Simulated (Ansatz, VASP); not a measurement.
# Ga4AsP3 (random alloy of the zinc-blende GaP-GaAs line, x = 0.25) in two plane-wave programs, part 2 of 2

Aim: how closely do two programs agree when they are given the same cell, functional and k mesh? Of the first pair: The structure shown is the start of the Ansatz relaxation below; VASP solves that cell, so the two are compared at the walk's first step.

VASP 6.6.1 and Ansatz 0.2.0.

So far: Starting point; Ansatz: relaxation, PBEsol.

### Step 3. VASP: single point, PBEsol, start cell, pair 1

Level of this step: PBEsol; plane waves and PAW (Ga_d, P, As) (VASP).

The same cell, functional and mesh now go to VASP, with its own data sets.

Lines of VASP's logs that name or quote its potential files are left out, and so is its time.

INCAR reads:

```
SYSTEM = Ga4AsP3
PREC = Accurate
ENCUT = 400
EDIFF = 1E-06
NELM = 120
ISMEAR = 0
SIGMA = 0.01
LREAL = Auto
ALGO = Normal
GGA = PS
NBANDS = 336
LORBIT = 11
LWAVE = .FALSE.
LCHARG = .FALSE.
ISIF = 2
LASPH = .TRUE.
GGA_COMPAT = .FALSE.
EFERMI = MIDGAP
NCORE = 2
```

POSCAR reads:

```
Ga4AsP3
1.0
   11.1400000000      0.0000000000      0.0000000000
    0.0000000000     11.1400000000      0.0000000000
    0.0000000000      0.0000000000     11.1400000000
Ga P As
32 24 8
Direct
    0.0029174147      0.9988958707      0.9990484740
    0.0031328546      0.2486265709      0.2505745063
    0.2494165171      0.9993087971      0.2520377020
    0.2500807899      0.2510502693      0.9980161580
    0.0016157989      0.9987701975      0.4997755835
    0.9987612208      0.2492908438      0.7487701975
    0.2479892280      0.0004219031      0.7529802513
    0.2486624776      0.2530430880      0.5000897666
    0.0002244165      0.5011131059      0.0005385996
    0.9996229803      0.7510502693      0.2515080790
    0.2486535009      0.5022531418      0.2509156194
    0.2520287253      0.7527289048      0.0039228007
    0.0002872531      0.5015709156      0.5005745063
    0.0004129264      0.7513734291      0.7495960503
    0.2503590664      0.5002064632      0.7487971275
    0.2521543986      0.7503321364      0.4993267504
    0.4993806104      0.0000807899      0.9988868941
    0.5007181329      0.2510682226      0.2480341113
    0.7495242370      0.0000628366      0.2475314183
    0.7506283662      0.2476391382      0.9999281867
    0.4999640934      0.9986086176      0.5022890485
    0.5029174147      0.2506104129      0.7478456014
    0.7477917415      0.0009874327      0.7514183124
    0.7514362657      0.2500807899      0.4996678636
    0.5009515260      0.5002513465      0.0001436266
    0.4994434470      0.7456283662      0.2518671454
    0.7497576302      0.4997935368      0.2500269300
    0.7504488330      0.7494703770      0.0008886894
    0.5039317774      0.4965978456      0.4988420108
    0.5000807899      0.7495870736      0.7523877917
    0.7477199282      0.5005565530      0.7508976661
    0.7510143627      0.7504308797      0.5005026930
    0.1230700180      0.1265529623      0.1208707361
    0.1245511670      0.3776211849      0.3713016158
    0.3730341113      0.1246858169      0.3734201077
    0.3770556553      0.3766157989      0.1258976661
    0.1234829443      0.3737881508      0.8749820467
    0.3763285458      0.1246588869      0.8734111311
    0.3738599641      0.3753411131      0.6287701975
    0.1243716338      0.6229533214      0.1243716338
    0.3744614004      0.6258797127      0.3748563734
    0.3724865350      0.8724057451      0.1240933573
    0.3756822262      0.6252244165      0.8770287253
    0.6262477558      0.1242010772      0.1271992819
    0.6252962298      0.3763285458      0.3732944345
    0.8755655296      0.1265170557      0.3734560144
    0.8721005386      0.3770107720      0.1257271095
    0.6285278276      0.1216606822      0.6272172352
    0.6265529623      0.3746768402      0.8739228007
    0.8738779174      0.1259335727      0.8729533214
    0.8748204668      0.3765619390      0.6263464991
    0.6261131059      0.6254219031      0.1262298025
    0.6289317774      0.8757899461      0.3748204668
    0.8746858169      0.8767684022      0.1253770197
    0.8773159785      0.6248025135      0.8738868941
    0.8748743268      0.8770825853      0.6256642729
    0.1233213645      0.1245242370      0.6259515260
    0.1266696589      0.8755116697      0.3765888689
    0.1213734291      0.6244524237      0.6264901257
    0.1246409336      0.8753321364      0.8757360862
    0.3738509874      0.8757630162      0.6251436266
    0.8729892280      0.6240664273      0.3732136445
    0.6266157989      0.6295421903      0.6245511670
    0.6244793537      0.8762208259      0.8744344704
```

KPOINTS reads:

```
Automatic mesh
0
Gamma
1 1 1
0 0 0
```

The projector-augmented-wave data sets are Ga_d, P and As (PBE family, release 64).

Command:

```bash
$ mpirun -np 8 vasp_gam
```

Numbers of over 12 decimals in the logs are rounded to 6 here.

The program printed:

```text
[banner, memory and clock lines left out]
running    8 mpi-ranks, on    1 nodes
[...]
|                                                                             |
|               ----> ADVICE to this user running VASP <----                  |
|                                                                             |
|     You enforced a specific xc type in the INCAR file but a different       |
|     [... a line on the potential file left out ...]
|     I HOPE YOU KNOW WHAT YOU ARE DOING!                                     |
|                                                                             |

 LDA part: xc-table for (Slater+PW92), standard interpolation
 POSCAR, INCAR and KPOINTS ok, starting setup
[...]
entering main loop
       N       E                     dE             d eps       ncg     rms          rms(c)
DAV:   1     0.921291262329E+04    0.92129E+04   -0.20143E+05   720   0.250E+03
DAV:   2     0.217333189069E+04   -0.70396E+04   -0.68099E+04   672   0.702E+02
DAV:   3    -0.907467419092E+00   -0.21742E+04   -0.20486E+04   856   0.246E+02
DAV:   4    -0.291877954779E+03   -0.29097E+03   -0.28028E+03   816   0.874E+01
[...]
DAV:  16    -0.303648699099E+03   -0.10250E-04   -0.11960E-04   840   0.449E-02    0.613E-03
DAV:  17    -0.303648699322E+03   -0.22275E-06   -0.11373E-05   608   0.212E-02    0.415E-03
DAV:  18    -0.303648698958E+03    0.36423E-06   -0.17083E-06   424   0.182E-02
   1 F= -.30364870E+03 E0= -.30364870E+03  d E =0.000000E+00
```

Parts of OUTCAR (step 3):

```text
  Total      -24.1306547    -23.9809380    -23.9999519      0.6924825      1.0832698     -0.7919313
  in kB      -27.9655983    -27.7920880    -27.8141236      0.8025346      1.2554275     -0.9177883
  external PRESSURE =     -27.8572700 kB  Pullay stress =       0.0000000 kB

 POSITION                                       TOTAL-FORCE (eV/Angst)
 -----------------------------------------------------------------------------------
      0.03250     11.12770     11.12940        -0.884209      0.599644      0.376494
      0.03490      2.76970      2.79140        -0.378696      0.223538     -0.275067
      2.77850     11.13230      2.80770         0.292166      0.512745     -0.808015
      2.78590      2.79670     11.11790         0.146088      0.021099      0.068990
      0.01800     11.12630      5.56750        -0.991562      0.212438      0.034130
     11.12620      2.77710      8.34130        -0.404230      0.491736      0.439096
      2.76260      0.00470      8.38820         0.538401      0.413264      0.065727
      2.77010      2.81890      5.57100         0.305130      0.155168     -0.373695
      0.00250      5.58240      0.00600        -0.127698     -0.220452     -0.070213
     11.13580      8.36670      2.80180         0.028845     -0.065382     -0.837074
      2.77000      5.59510      2.79520         0.205851     -0.069855     -0.211433
      2.80760      8.38540      0.04370        -0.049102     -0.797848     -0.054223
      0.00320      5.58750      5.57640        -0.265122     -0.885833     -0.223902
      0.00460      8.37030      8.35050        -0.922190      0.083560      0.075233
[...]
-----------------------------------------------------------------------------------
    total drift:                               -0.003651      0.021862      0.011187

  FREE ENERGIE OF THE ION-ELECTRON SYSTEM (eV)
  ---------------------------------------------------
  free  energy   TOTEN  =      -303.6486989578 eV

  energy  without entropy=     -303.6486989578  energy(sigma->0) =     -303.64869896

[... 2 further parts left out ...]
```

The run ends at a pressure of -2.79 GPa, with forces up to 1.1 eV/Å.

### Step 4. Comparison

Known differences besides the potentials themselves: fixed occupations in Ansatz, narrow Gaussian smearing in VASP; the data sets hold 656 valence electrons in Ansatz (on its default PAW (the set named soft_2) files) and 576 in VASP; the cutoff is 420 eV in Ansatz and 400 eV in VASP (PREC = Accurate, projectors in real space); Ansatz makes its cores anew for this functional, VASP keeps those of its PBE data sets. Total energies have different zeros and are not compared.

Forces on 8 of the 64 atoms, those with the largest forces and the largest differences (eV/Å; atoms numbered as in POSCAR):

```
atom          Ansatz x, y, z            VASP x, y, z
 Ga1    -0.876, 0.589, 0.364    -0.884, 0.600, 0.376
 Ga3    0.280, 0.503, -0.801    0.292, 0.513, -0.808
 Ga5    -0.974, 0.213, 0.032    -0.992, 0.212, 0.034
Ga13  -0.264, -0.868, -0.223  -0.265, -0.886, -0.224
Ga14    -0.903, 0.083, 0.074    -0.922, 0.084, 0.075
Ga21    0.469, 0.486, -0.650    0.479, 0.494, -0.658
Ga27  -0.416, -0.309, -0.475  -0.426, -0.322, -0.486
Ga32    0.225, 0.876, -0.144    0.226, 0.896, -0.146
```

The forces differ by 6.0 meV/Å r.m.s., which is 1.8 % of the r.m.s. force of 0.328 eV/Å (both taken over all components).

### Step 5. Ansatz: relaxation, PBEsol

This run makes the geometry at which the two programs are then compared. The cell compared in this pair holds 1332.14 Å³, against 1382.47 Å³ for the pair before.

The structure compared here is the end of the Ansatz relaxation.

This is the run of step 2 again, met here at its other cell.

### Step 6. VASP: single point, PBEsol, relaxed cell, pair 2

The same cell, functional and mesh now go to VASP, with its own data sets.

Changes to INCAR since step 3:

```diff
@@ -2,3 +2,3 @@
 PREC = Accurate
-ENCUT = 400
+ENCUT = 500
 EDIFF = 1E-06
```

POSCAR reads:

```
Ga4AsP3
1.0
   11.0032370000      0.0002000000     -0.0003330000
    0.0002000000     11.0034290000     -0.0000430000
   -0.0003330000     -0.0000430000     11.0027700000
Ga P As
32 24 8
Direct
    0.9966800000      0.0044300000      0.0036400000
    0.0000600000      0.2502400000      0.2498800000
    0.2533100000      0.0044600000      0.2467700000
    0.2497200000      0.2513800000      0.0008200000
    0.9944900000      0.0010500000      0.4993800000
    0.9974200000      0.2537500000      0.7543500000
    0.2529000000      0.0041900000      0.7536100000
    0.2534200000      0.2529700000      0.4963800000
    0.0010400000      0.4994800000      0.0006300000
    0.0005400000      0.7497000000      0.2426300000
    0.2498500000      0.4994800000      0.2489500000
    0.2532600000      0.7466000000      0.0039700000
    0.9998500000      0.4927500000      0.4996300000
    0.9937100000      0.7501900000      0.7503100000
    0.2531100000      0.4958100000      0.7541700000
    0.2530300000      0.7466900000      0.4960700000
    0.4980800000      0.0038600000      0.0038700000
    0.5005900000      0.2507600000      0.2489200000
    0.7496100000      0.0009900000      0.2491500000
    0.7491600000      0.2499900000      0.0006600000
    0.5041400000      0.0046800000      0.4961900000
    0.5012800000      0.2505100000      0.7500600000
    0.7519400000      0.0048100000      0.7479600000
    0.7496100000      0.2510200000      0.4995100000
    0.5007900000      0.4989000000      0.0008600000
    0.5011700000      0.7502300000      0.2498100000
    0.7461600000      0.4961400000      0.2468400000
    0.7526400000      0.7470000000      0.0036800000
    0.4979800000      0.4963600000      0.4963400000
    0.4974300000      0.7462100000      0.7544800000
    0.7527100000      0.4964800000      0.7534900000
    0.7488500000      0.7563600000      0.4994300000
    0.1251200000      0.1274400000      0.1250700000
    0.1261100000      0.3740600000      0.3728700000
    0.3771700000      0.1274000000      0.3728700000
    0.3752800000      0.3751000000      0.1250700000
    0.1251100000      0.3750000000      0.8772800000
    0.3763900000      0.1285300000      0.8773600000
    0.3762200000      0.3741600000      0.6250700000
    0.1260900000      0.6229600000      0.1241500000
    0.3764100000      0.6229400000      0.3717700000
    0.3762200000      0.8753900000      0.1260600000
    0.3751300000      0.6217900000      0.8784400000
    0.6251800000      0.1264600000      0.1259500000
    0.6242700000      0.3732000000      0.3737800000
    0.8731300000      0.1265500000      0.3737800000
    0.8749900000      0.3741800000      0.1242300000
    0.6260200000      0.1276100000      0.6240700000
    0.6251900000      0.3741500000      0.8762700000
    0.8739600000      0.1273900000      0.8764000000
    0.8740500000      0.3732100000      0.6260800000
    0.6242900000      0.6240300000      0.1250800000
    0.6250900000      0.8773700000      0.3727200000
    0.8740200000      0.8764000000      0.1249500000
    0.8750700000      0.6230700000      0.8772800000
    0.8729200000      0.8774500000      0.6252000000
    0.1242200000      0.1282800000      0.6249900000
    0.1251200000      0.8763600000      0.3720600000
    0.1251300000      0.6223000000      0.6261100000
    0.1242500000      0.8752300000      0.8781300000
    0.3772500000      0.8764000000      0.6240200000
    0.8740800000      0.6241300000      0.3731900000
    0.6252200000      0.6230200000      0.6249500000
    0.6260300000      0.8763000000      0.8771400000
```

KPOINTS is that of step 3.

Command:

```bash
$ mpirun -np 8 vasp_gam
```

The program printed:

```text
[banner, memory and clock lines left out]
running    8 mpi-ranks, on    1 nodes
[...]
[... a notice as in an earlier step ...]

 LDA part: xc-table for (Slater+PW92), standard interpolation
 POSCAR, INCAR and KPOINTS ok, starting setup
[...]
entering main loop
       N       E                     dE             d eps       ncg     rms          rms(c)
DAV:   1     0.103693735952E+05    0.10369E+05   -0.22603E+05   720   0.289E+03
DAV:   2     0.249718394806E+04   -0.78722E+04   -0.75852E+04   672   0.828E+02
DAV:   3     0.599357271859E+02   -0.24372E+04   -0.23092E+04   832   0.279E+02
DAV:   4    -0.287260247113E+03   -0.34720E+03   -0.33032E+03   824   0.991E+01
[...]
DAV:  16    -0.305010482132E+03   -0.17753E-04   -0.24097E-04  1136   0.560E-02    0.684E-03
DAV:  17    -0.305010482921E+03   -0.78854E-06   -0.16560E-05   680   0.283E-02    0.417E-03
DAV:  18    -0.305010483476E+03   -0.55559E-06   -0.48641E-06   624   0.132E-02
   1 F= -.30501048E+03 E0= -.30501048E+03  d E =0.000000E+00
```

From OUTCAR (step 6):

```text
  Total       -0.1129082     -0.1240414     -0.1167420     -0.0227306     -0.0029774      0.0106759
  in kB       -0.1357955     -0.1491856     -0.1404065     -0.0273383     -0.0035809      0.0128399
  external PRESSURE =      -0.1417959 kB  Pullay stress =       0.0000000 kB

 POSITION                                       TOTAL-FORCE (eV/Angst)
 -----------------------------------------------------------------------------------
     10.96671      0.04894      0.03972        -0.008171      0.007443      0.008509
      0.00063      2.75349      2.74936         0.001455      0.000700     -0.000317
      2.78715      0.04912      2.71507         0.006877      0.006890     -0.006361
      2.74778      2.76609      0.00893        -0.001346      0.001299     -0.001022
     10.94244      0.01173      5.49423        -0.021045      0.001669      0.000585
     10.97465      2.79229      8.29960        -0.008074      0.008374      0.007983
      2.78247      0.04612      8.29171         0.009169      0.010100      0.007966
      2.78833      2.78357      5.46146         0.007779      0.008904     -0.007979
      0.01154      5.49599      0.00691         0.001836      0.000923     -0.001514
      0.00601      8.24926      2.66957         0.000849      0.002210     -0.018766
      2.74918      5.49603      2.73903        -0.000129      0.001253     -0.000386
      2.78683      8.21521      0.04356         0.006505     -0.009734      0.006869
     11.00152      5.42212      5.49696         0.000683     -0.018400      0.002232
     10.93393      8.25483      8.25513        -0.020481     -0.001024     -0.000580
[...]
-----------------------------------------------------------------------------------
    total drift:                               -0.014079     -0.030280      0.010577

  FREE ENERGIE OF THE ION-ELECTRON SYSTEM (eV)
  ---------------------------------------------------
  free  energy   TOTEN  =      -305.0104834762 eV

  energy  without entropy=     -305.0104834762  energy(sigma->0) =     -305.01048348

[... 1 part as in an earlier step ...]

[... 1 further part left out ...]
```

The run ends at a pressure of -0.01 GPa, with forces up to 0.022 eV/Å.

### Step 7. Side by side

What differs besides the data sets and the points named for the pairs above, as far as they apply: the data sets hold 656 valence electrons in Ansatz (on its default PAW (the set named soft_2) files) and 576 in VASP; the cutoff is 420 eV in Ansatz and 500 eV in VASP (PREC = Accurate, projectors in real space). Total energies have different zeros and are not compared.

Both answers:

```
              quantity  Ansatz   VASP  difference
        pressure (GPa)    0.00  -0.01       +0.02
gap on the k mesh (eV)   1.325  1.327      -0.002
```

The largest component of a force difference here is 21 meV/Å. A gap on the mesh is an upper bound, since the band edges may lie between its points.

### Step 8. Summary of results

| Property | Result |
| --- | --- |
| r.m.s. force difference (single point, PBEsol, start cell, pair 1) | 1.8 % of the r.m.s. force |
| difference in gap on the k mesh (single point, PBEsol, relaxed cell, pair 2) | -0.0022 eV |

The r.m.s. force difference is 1.8 % of the r.m.s. force (single point, PBEsol, start cell, pair 1), within the 3 % picked in this series as the mark of a large difference. The data sets hold unlike numbers of valence electrons (656 in Ansatz and 576 in VASP), so part of the differences may come from the potentials. How closely two codes agree says nothing of how well the functional describes the real material.

[Lines on the potential files, build, host, timing and source positions are cut from VASP's logs without a mark.]

[Logs are printed without paths, hosts, clocks, repeated set-up lines and the standing remarks that a program may print on its own settings, such as how far it seeks lower states.]

[Hosts, paths, dates, database ids (printed as entryN), source tags and the programs' standing remarks are cut or masked in the printed files.]
